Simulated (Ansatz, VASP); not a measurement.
## One calculation of As, two programs

```
CELL_PARAMETERS angstrom
2.70368 0.00000 0.00000
0.00000 2.70368 0.00000
0.00000 0.00000 2.70368
ATOMIC_POSITIONS crystal
As 0.50000 0.50000 0.50000
```

This isn't the form of As at room conditions, which is rhombohedral.

Alike in both runs: task single point; functional PBE; k mesh 10 × 10 × 10; occupations gaussian, width 0.02 eV; no spin polarisation.

|  | VASP | Ansatz |
| --- | --- | --- |
| version | VASP 6.6.1 | Ansatz 0.2.0 |
| potentials or method | VASP PAW PBE potentials, release 64 (As) | Ansatz PAW |
| plane-wave cutoff (eV) | 520 | 420 |
| valence electrons in the cell | 5 | 15 |

Ansatz gave:

```
gap on the k mesh at the Fermi level (eV) : none
pressure (GPa)                            : 2.3
```

Problem. Estimate VASP's values.

Solution. gap on the k mesh at the Fermi level (eV): none; pressure (GPa): 2.5.

A gap of «none» marks a metal or a gap that the smearing closes. The two sets of potentials don't hold the same shells in valence.
